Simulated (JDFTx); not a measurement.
## BP under changes of volume

One of the cells (11.682 Å³/atom); the others are scaled copies at fixed shape and fractional positions:

```
CELL_PARAMETERS angstrom
0.00000 2.26900 2.26900
2.26900 0.00000 2.26900
2.26900 2.26900 0.00000
ATOMIC_POSITIONS crystal
P 0.75000 0.75000 0.75000
B 0.00000 0.00000 0.00000
```

```yaml
Program: JDFTx 1.7.0 (patched build)
Functional: LDA
Potentials_or_basis: PseudoDojo-SR-LDA-0.4.1-standard
Cutoff: 1034 eV
Density_cutoff: 8272 eV
k_mesh: 10 × 10 × 10
Occupations: fermi-dirac, width 0.05 eV
Spin: no spin polarisation
```

```csv
volume (Å³/atom),energy over the lowest point (meV/atom),pressure (GPa),gap on the mesh (eV)
10.981,4.63,5.1,1.13
11.214,0.00,1.2,1.16
11.448,?,?,?
11.682,6.58,-5.6,1.20
11.915,16.83,-8.5,1.22
12.149,31.14,-11.2,1.24
12.383,49.13,-13.6,1.26
```

**Question.** What does the run at 11.448 Å³/atom give?

**Answer.** Energy over the lowest point 0.82 meV/atom; pressure -2.4 GPa; gap on the mesh 1.18 eV.

Worked out: A Birch-Murnaghan fit of order 3 (a polynomial in V^(-2/3)) to the other rows has its minimum at 11.29 Å³/atom with B0 = V·E''(V) = 175 GPa and B' = 3.9. It gives 0.81 meV/atom at 11.448 Å³/atom, against the run's 0.82, and -dE/dV = -2.3 GPa, against -2.4. A straight line through the other rows of the gap, of slope 1.06 eV per unit of ln V, gives 1.18 eV, against the run's 1.18.

Energies are extrapolated to zero smearing.

A mesh can miss the band edges.
